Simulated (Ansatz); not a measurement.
# PbS, space group C2: an all-electron LAPW single point

Computed with Ansatz 0.2.0 through its Python package.

Run as a notebook:

In [1]:
```python
from collections import Counter
import json

import ansatz
import numpy as np
from pymatgen.core import Structure
from pymatgen.core import Lattice, Structure
from pymatgen.io.ase import AseAtomsAdaptor

pmg_structure = Structure(
    Lattice([(2.982824, -2.985307, 0.0), (2.982824, 2.985307, 0.0), (-2.098328, 0.0, 22.206672)]),
    ['Pb', 'Pb', 'S', 'S'],
    [
        (0.732561, 0.722117, 0.935698),
        (0.277883, 0.267439, 0.064302),
        (0.245946, 0.21579, 0.944373),
        (0.78421, 0.754054, 0.055627),
    ],
)
crystal = ansatz.Crystal.from_ase(AseAtomsAdaptor.get_atoms(pmg_structure))

[site.symbol for site in crystal.resolved().sites]
```
Out [1]:
```text
['Pb', 'Pb', 'S', 'S']
```

In [2]:
```python
model = (
    crystal.calculation()
    .functional('PBEsol')
    .kpoints(density=2.8)
    .occupations('Fixed')
    .scf(tolerance=1e-06)
    .pseudopotentials('all_electron', lapw=True)
    .stress()
)
out = model.run(events_out='events.ndjson')
data = out.report
```
```text
DeckWarning: output.stress: scf.convergence.dr2_threshold = 1e-6 eV is looser than the 1e-7 eV advised for a printed stress on datasets or a basis made for the crystal, by an estimate of what a threshold leaves in their stress. Set scf.convergence.dr2_threshold to 1e-7 eV or tighter
```

In [3]:
```python
{key: value for key, value in data.items() if isinstance(value, (int, float)) and 'ev' in key}
```
Out [3]:
```text
{'n_hpsi_unsolved_levels': 63,
 'gap_by_band_count_ev': 1.6655173413298325,
 'fermi_energy_ev': -0.526251821279289,
 'harris_foulkes_ev': -1157523.1270813975,
 'free_energy_ev': -1157523.1270816317,
 'internal_energy_ev': -1157523.1270816317,
 'lagrangian_ev': -1157523.1270816317,
 'energy_sigma0_ev': -1157523.1270816317,
 'lagrangian_sigma0_ev': -1157523.1270816317,
 'entropy_ts_ev': 0.0}
```

In [4]:
```python
with open('events.ndjson') as stream:
    kinds = Counter(json.loads(line)['event'] for line in stream)
print('events:', {kind: kinds[kind] for kind in ('scf_iter', 'scf_done', 'notice', 'finished')})
```
```text
events: {'scf_iter': 8, 'scf_done': 1, 'notice': 4, 'finished': 1}
```

In [5]:
```python
print(f'free energy      {data["free_energy_ev"]:.5f} eV')
print(f'per atom         {data["free_energy_ev"] / len(out.lattice.sites):.5f} eV')
print(f'SCF iterations   {data["n_iterations"]}  (converged: {data["converged"]})')
```
```text
free energy      -1157523.12708 eV
per atom         -289380.78177 eV
SCF iterations   8  (converged: True)
```

In [6]:
```python
sigma = data['stress_gpa']
voigt = [sigma[0][0], sigma[1][1], sigma[2][2], sigma[1][2], sigma[0][2], sigma[0][1]]
print('stress xx yy zz yz xz xy (GPa, compression positive):', ' '.join(f'{s:.3f}' for s in voigt))
print('P =', round(10 * float(np.mean(voigt[:3])), 2), 'kbar')
```
```text
stress xx yy zz yz xz xy (GPa, compression positive): -0.528 -0.521 -0.177 -0.000 0.005 0.000
P = -4.09 kbar
```

In [7]:
```python
final = Structure(out.lattice.cell_ang, [s.symbol for s in out.lattice.sites], [s.position_frac for s in out.lattice.sites])
distances = np.array([n.nn_distance for shell in final.get_all_neighbors(5.0) for n in shell])
values, counts = np.unique(distances.round(2), return_counts=True)
print('distance (A)  neighbours per atom')
for value, count in list(zip(values, counts))[:14]:
    print(f'{value:10.2f} {count / len(final):10.2f}')
```
```text
distance (A)  neighbours per atom
      2.66       1.00
      2.93       1.00
      2.99       2.00
      3.05       1.00
      3.87       0.50
      3.88       1.50
      4.13       2.00
      4.22       4.00
      4.95       1.00
      4.96       1.00
```

In [8]:
```python
errors = data['lapw_basis_errors']
print(f'estimated basis error {1000 * errors["total_ev_per_atom"]:.3f} meV/atom, target {1000 * errors["basis_error_target_ev_per_atom"]:.3f}')
for sphere in errors['spheres']:
    print(f'  {sphere["species"]:2s} muffin-tin radius {sphere["muffin_tin_radius_ang"]:.3f} A, core shells {sphere["core_shells"]}')
```
```text
estimated basis error 0.129 meV/atom, target 0.250
  S  muffin-tin radius 1.158 A, core shells 1
  Pb muffin-tin radius 1.506 A, core shells 9
```

What to keep in mind:
- The settings weren't tested for convergence.
- Along an axis with an odd division the mesh misses the point at one half; a gap read on a finite mesh is an upper bound on this functional's gap.
- Spin-orbit coupling, left out here, can change this gap by several tenths of an eV, and inverted bands can meet off the mesh.
- The cell holds layers, chains or clusters in vacuum, no bulk phase; its stress is averaged over the vacuum too and scales with the cell's height.
- With fixed filling the reported Fermi level is the top filled level among the k-points of the SCF.
- An absolute Fermi energy rests on an arbitrary zero of the periodic potential and has no direct meaning.
- The structure comes from a database of computed cells and needn't be a stable or known phase.
- Levels are Kohn-Sham eigenvalues on this mesh, without spin-orbit coupling.
- Warnings are shown shortened and without file and line.
- The whole script took 100 s on 1 thread of Arm Neoverse V1 (shared host), peak memory 0.75 GiB.
